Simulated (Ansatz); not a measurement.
# IrO2 under strain: 193Ir nuclear quadrupole resonance

Cell: an entry of the Crystallography Open Database (COD), relaxed with PBE at fixed cell and then changed (z compressed by 2 %, ions relaxed).

```
Ir O
1.0
     4.49900    0.00000    0.00000
     0.00000    4.49900    0.00000
     0.00000    0.00000    3.08308
Ir O
2 4
Direct
  0.00000 0.00000 0.00000
  0.50000 0.50000 0.50000
  0.30607 0.30607 0.00000
  0.19393 0.80607 0.50000
  0.69393 0.69393 0.00000
  0.80607 0.19393 0.50000
```

Atom numbers follow the list; atoms alike are taken as one site, whose name carries the number of the first.

Level of theory: DFT, PBE, plane waves and PAW, scalar-relativistic, collinear spin, 420 eV cutoff, Γ-centred 10×10×15 k-points, Fermi–Dirac smearing 0.05 eV (Ansatz 0.2.0). Start moments as typed (μB): 1 on each Ir, none on the rest.

193Ir: I = 3/2, Q = 751.0 mb (year-2017 value). Static lattice, zero field.

Task: At which frequencies do the 193Ir NQR lines lie?

Result: For I = 3/2 there is one line, ν = (|C_Q|/2)(1 + η²/3)^½.

```
site  atoms  V_zz (10²¹ V/m²)  C_Q (MHz)     η  line frequencies (MHz)
  Ir   1, 2            -15.02       -273  0.32                   138.7
```

Task: And for Ir-191 (I = 3/2, Q = 816.0 mb) on Ir?

Result: C_Q scales with Q to -296 MHz, with lines at 150.7 MHz.

With no gap above 0.1 eV, as in a metal, the gradients converge slowly in k; expect changes of a tenth or more on a denser mesh. Spin–orbit coupling is left out, which shifts gradients on Ir by a few per cent in wide-gap crystals, and can shift them far more where the calculated gap is small or absent, as here. Semilocal functionals can leave a metal where correlation in the d or f shell opens a gap in the real compound, and that would change the values at and beside Ir. At this changed cell the PBE pressure is 15 GPa. The start moments die out, and the run ends without spin.
